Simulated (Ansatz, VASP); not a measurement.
# Two plane-wave programs on SiO2

```
CELL_PARAMETERS angstrom
-2.51337 2.51337 3.68939
2.51337 -2.51337 3.68939
2.51337 2.51337 -3.68939
ATOMIC_POSITIONS crystal
Si 0.00000 0.00000 0.00000
Si 0.75000 0.25000 0.50000
O 0.96701 0.62500 0.84201
O 0.37500 0.21701 0.34201
O 0.78299 0.12500 0.15799
O 0.87500 0.03299 0.65799
```

Alike in both runs: functional PBE; k mesh 6 × 6 × 6; occupations gaussian, width 0.02 eV; no spin polarisation.

Ansatz relaxed the structure, and its values are those at the end. VASP's run is a single point on that final structure, the one shown.

|  | VASP | Ansatz |
| --- | --- | --- |
| version | VASP 6.6.1 | Ansatz 0.2.0 |
| potentials or method | VASP PAW PBE potentials, release 64 (Si, O) | scalar-relativistic, plane waves, PAW |
| plane-wave cutoff (eV) | 520 | 420 |
| valence electrons in the cell | 32 | 32 |

|  | VASP | Ansatz | Ansatz less VASP |
| --- | --- | --- | --- |
| gap on the k mesh at the Fermi level (eV) | 5.73 | 5.73 | +0.001 |
| least direct gap on the mesh (eV) | 5.73 | 5.73 | +0.001 |
| pressure (GPa) | 0.1 | 0.0 | -0.09 |

With one functional, cell and mesh, what is left measures potentials, basis and numerics.

A k mesh can miss the band edges. Expect the measured gap to be larger: semilocal functionals such as PBE lack the derivative discontinuity.
